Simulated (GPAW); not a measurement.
## Ge: relaxation of cell and atoms with PBEsol

Crystal: Ge.

```
CELL_PARAMETERS angstrom
-2.57449 2.57449 1.39741
2.57449 -2.57449 1.39741
2.57449 2.57449 -1.39741
ATOMIC_POSITIONS crystal
Ge 0.50000 0.50000 0.00000
Ge 0.25000 0.75000 0.50000
```

This isn't the form of Ge at room conditions, which is diamond.

```json
{
  "Program": "GPAW 26.7.0",
  "Task": "relaxation of cell and atoms",
  "Functional": "PBEsol",
  "Potentials or basis": "PAW data sets generated in the run's folder for this functional",
  "Cutoff": "600 eV",
  "Basis": "pw",
  "k mesh": "9 × 9 × 9",
  "Occupations": "fermi-dirac, width 0.05 eV",
  "Spin": "no spin polarisation",
  "Maxiter": "150",
  "Optimizer": "BFGS",
  "Fmax": "0.02 eV/Å",
  "Max steps": "60",
  "Convergence": "density=1e-05 forces=0.0001"
}
```

| Item | Value |
| --- | --- |
| Relaxed volume | 18.33 Å³/atom |
| Relaxed cell | a = 3.885 Å, b = 3.885 Å, c = 3.885 Å, α = 97.40°, β = 97.40°, γ = 137.95° |
| Space group after relaxing (to 0.05 Å) | I4_1/amd (No. 141) |
| Energy gained by relaxing | 0.5 meV/atom |
| Ionic steps | 3 |
| Pressure after relaxing | 0.0 GPa |
| Band gap on the k mesh | none (metal or under the smearing width) |

The path:
```tsv
step	energy change (eV)	largest force (eV/Å)	pressure (GPa)	volume (Å³)
1	0.0000	0.0000	-0.83	37.05
2	-0.0004	0.0000	-0.67	36.97
3	-0.0010	0.0000	0.01	36.66
```

Final structure:
```xyz
2
Lattice="-2.5642 2.5642 1.3939 2.5642 -2.5642 1.3939 2.5642 2.5642 -1.3939" Properties=species:S:1:pos:R:3 pbc="T T T"
Ge    0.0000    0.0000    1.3939
Ge    2.5642    0.0000    0.6970
```

Levels at points of the mesh, in eV from the Fermi level:
| k point | band 2 | band 3 | band 4 | band 5 | band 6 | band 7 |
| --- | --- | --- | --- | --- | --- | --- |
| (0.00, 0.00, 0.00) | -4.04 | -2.38 | -2.38 | 3.18 | 7.68 | 7.68 |

Run time: 47 s on 1 thread of Arm Neoverse V2, on a shared host, peak memory 0.21 GiB.

Caveat: later steps reuse the first step's grids.
